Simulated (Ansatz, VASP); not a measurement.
# AlN in VASP and in Ansatz

Contents of INCAR:

```
SYSTEM = AlN
PREC     = Accurate       ! precision mode
ENCUT    = 520            ! plane-wave cutoff, eV
EDIFF    = 1E-8           ! SCF threshold, eV
ISMEAR   = -1             ! smearing method
SIGMA    = 0.01           ! smearing width, eV
LREAL    = .FALSE.        ! projectors in reciprocal space
LASPH    = .TRUE.         ! aspherical terms in the spheres
NELM     = 100            ! most SCF steps
ALGO     = Normal         ! electronic algorithm
ISIF     = 2              ! what is computed and relaxed
LWAVE    = .FALSE.        ! write WAVECAR
LCHARG   = .FALSE.        ! write CHGCAR
LEFG     = .TRUE.       
NBANDS   = 11             ! bands
```

The input KPOINTS:

```
Automatic mesh
0
G
  12 12 12
  0 0 0
```

Contents of POSCAR:

```
AlN
1.0
    0.0000000000      2.0167941628      2.0167941628
    2.0167941628      0.0000000000      2.0167941628
    2.0167941628      2.0167941628      0.0000000000
Al N
1 1
Direct
    0.0000000000      0.0000000000      0.0000000000
    0.5000000000      0.5000000000      0.5000000000
```

Input for Ansatz:

```yaml
crystal:
  lattice:
    - [0.0, 2.0167941628, 2.0167941628]
    - [2.0167941628, 0.0, 2.0167941628]
    - [2.0167941628, 2.0167941628, 0.0]
  atoms:
    - { symbol: Al, position: [0.0, 0.0, 0.0] }
    - { symbol: "N", position: [0.5, 0.5, 0.5] }
kpoints:
  mp_grid: { grid: [12, 12, 12] }
scf:
  occupations: { method: fermi_dirac, width: 0.01 }
hamiltonian:
  xc: lda
  pseudopotentials: { kind: all_electron, datasets: crystal }
output:
  forces: true
  stress: true
  eigenvalues: true
  efg: { contact_densities: true }
```

Change from the starting cell: volume scaled by 1.06, crystal datasets.

Alike in both runs: task electric field gradients; functional LDA; k mesh 12 × 12 × 12; occupations fermi-dirac, width 0.01 eV; no spin polarisation.

|  | VASP | Ansatz |
| --- | --- | --- |
| version | VASP 6.6.1 | Ansatz 0.2.0 |
| potentials or method | VASP PAW LDA potentials, release 64 (Al, N) | all-electron PAW with datasets made for the crystal, scalar-relativistic |
| plane-wave cutoff (eV) | 520 | see its input |

VASP gave:

```
gap on the k mesh at the Fermi level (eV)                      : 4.53
pressure (GPa)                                                 : -3.9
Vzz of the field gradient on the site that differs most (V/Å²) : 0.0
```

Estimate Ansatz's values.

gap on the k mesh at the Fermi level (eV): 4.53; pressure (GPa): -4.5; Vzz of the field gradient on the site that differs most (V/Å²): 0.0.

Ansatz ran all-electron here, so the differences hold the error of VASP's frozen core and of both bases.

A k mesh can miss the band edges.
